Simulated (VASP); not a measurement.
**LiH: equation of state with PBE**

Crystal: LiH.

```xyz
2
Lattice="2.5070 0.0000 0.0000 0.0000 2.5070 0.0000 0.0000 0.0000 2.5070" Properties=species:S:1:pos:R:3 pbc="T T T"
Li    1.2535    1.2535    1.2535
H     0.0000    0.0000    0.0000
```

The cell was built by a generator and needn't be a form met in nature.

```
Program             : VASP 6.6.1
Task                : equation of state
Functional          : PBE
Potentials or basis : VASP PAW PBE potentials, release 64 (Li_sv, H)
Cutoff              : 520 eV
k mesh              : 11 × 11 × 11
Occupations         : fermi-dirac, width 0.05 eV
Spin                : no spin polarisation
```

```
Equilibrium volume                      : 7.89 Å³/atom
Bulk modulus                            : 35 GPa
Pressure derivative of the bulk modulus : 3.5 (rough: it moves with the points fitted)
```

Energy against volume, from the lowest point:
```
volume (Å³/atom)  energy (meV/atom)
           7.406               3.56
           7.563               1.55
           7.721               0.41
           7.878               0.00
           8.036               0.30
           8.193               1.26
           8.351               2.78
```

All runs of the series together: 42 s on 1 thread of Intel(R) Xeon(R) Platinum 8259CL CPU @ 2.50GHz (Skylake/Cascade Lake) (shared host).

Caveat: the cutoff is under 1.25 times the usual one of these potentials, so pressure, stress and relaxed cells hold a basis-set (Pulay) error.
